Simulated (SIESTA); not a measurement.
SrO, 2 atoms in the cell. It takes space group Fm-3m (No. 225, cubic). The conventional cell has a = 5.133 Å, b = 5.133 Å, c = 5.133 Å, α = 90.00°, β = 90.00°, γ = 90.00°. Sr (site symmetry m-3m) has 6 O at 2.57 Å as nearest neighbours. O (site symmetry m-3m) has 6 Sr at 2.57 Å as nearest neighbours. 

| Item | Value |
| --- | --- |
| Program | SIESTA 5.4.2 |
| Task | band structure |
| Functional | BLYP |
| Potentials or basis | PseudoDojo 0.4 standard (PBE files) |
| Basis | DZP (energy shift 0.003 Ry; two zetas on semicore shells; d shell added on Sr) |
| Grid cutoff | 800 Ry |
| Energy shift | 0.003 Ry |
| k mesh | 9 × 9 × 9 |
| Occupations | fermi-dirac, width 0.05 eV |
| Spin | no spin polarisation |

Potentials or basis: PseudoDojo 0.4 standard (PBE files), DZP (energy shift 0.003 Ry; two zetas on semicore shells; d shell added on Sr).

The run is started by

```bash
$ siesta SrO.fdf > SrO.out 2>&1
```

Hardware: 1 thread of Arm Neoverse V2 (shared host).

Task: Estimate the wall time of this run.

Result: It took 39 s on 1 thread of Arm Neoverse V2 (shared host), peak memory 0.29 GiB. Counts: scf iterations 9, k points 365, bands 31.
